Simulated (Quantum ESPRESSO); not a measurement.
The system is AlN.

```
Al N
1.0
     0.00000    2.18399    2.18399
     2.18399    0.00000    2.18399
     2.18399    2.18399    0.00000
Al N
1 1
Direct
  0.00000 0.00000 0.00000
  0.25000 0.25000 0.25000
```

Measurements of this composition are mostly on another form, of space group No. 186.

* Program: Quantum ESPRESSO 7.5
* Task: phonons
* Functional: WC
* Potentials or basis: PseudoDojo 0.4.1 SR PBE standard
* Cutoff: 1143 eV
* Density cutoff: 4572 eV
* k mesh: 6 × 6 × 6, shifted
* Occupations: fermi-dirac, width 0.05 eV
* Spin: no spin polarisation
* Mixing beta: 0.5
* Most SCF iterations: 120
* SCF threshold: 4e-10 Ry

The cell and the atoms were relaxed first, to 10.55 Å³/atom (a = 3.102 Å, b = 3.102 Å, c = 3.102 Å, α = 60.00°, β = 60.00°, γ = 60.00°), and the response was taken there.

The first run showed a gap, so the response started from a second, tighter run with fixed occupations.

The run gives a transverse optical frequency of 653 cm⁻¹, an electronic dielectric constant of 4.62 and Born charges of ±2.53 e.

Q: What are the longitudinal frequency and the static dielectric constant?

A: The longitudinal mode lies at 881 cm⁻¹, 228 cm⁻¹ over the transverse one, and the static constant is 8.40. The two agree with the Lyddane-Sachs-Teller relation: (881/653)² = 1.82 and 8.40/4.62 = 1.82.

Caveat: the potentials were made for another functional, which shifts forces and pressure.
